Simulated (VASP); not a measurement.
Sr, 4 atoms in the cell. The cell holds a slab with vacuum, 4 atoms: a = 4.670 Å, b = 4.670 Å, c = 24.005 Å, α = 90.00°, β = 90.00°, γ = 90.00°.  The cell isn't the ideal one: clean slab, lower half held.

| Quantity | Value |
| --- | --- |
| Program | VASP 6.6.1 |
| Task | single point |
| Functional | PBEsol |
| Potentials or basis | VASP PAW PBE potentials, release 64 (Sr_sv) |
| Cutoff | 520 eV |
| k mesh | 6 × 6 × 1 |
| Occupations | gaussian, width 0.1 eV |
| Spin | no spin polarisation |
| Dipole correction | yes |
| Further INCAR settings | ALGO = Fast; EDIFF = 1e-06; NBANDS = 28 |

Potentials or basis: VASP PAW PBE potentials, release 64 (Sr_sv).

Command:

```console
$ cat potpaw_PBE.64/Sr_sv/POTCAR > POTCAR
$ mpirun -np 1 vasp_std > vasp.out
```

Hardware: 1 thread of Intel(R) Xeon(R) Platinum 8488C (Sapphire Rapids), with other jobs on the host.

Task: Estimate the wall time of this run.

Result: It took 3.9 min on 1 thread of Intel(R) Xeon(R) Platinum 8488C (Sapphire Rapids), with other jobs on the host, peak memory 0.55 GiB. Counts: scf iterations 27, k points 10.
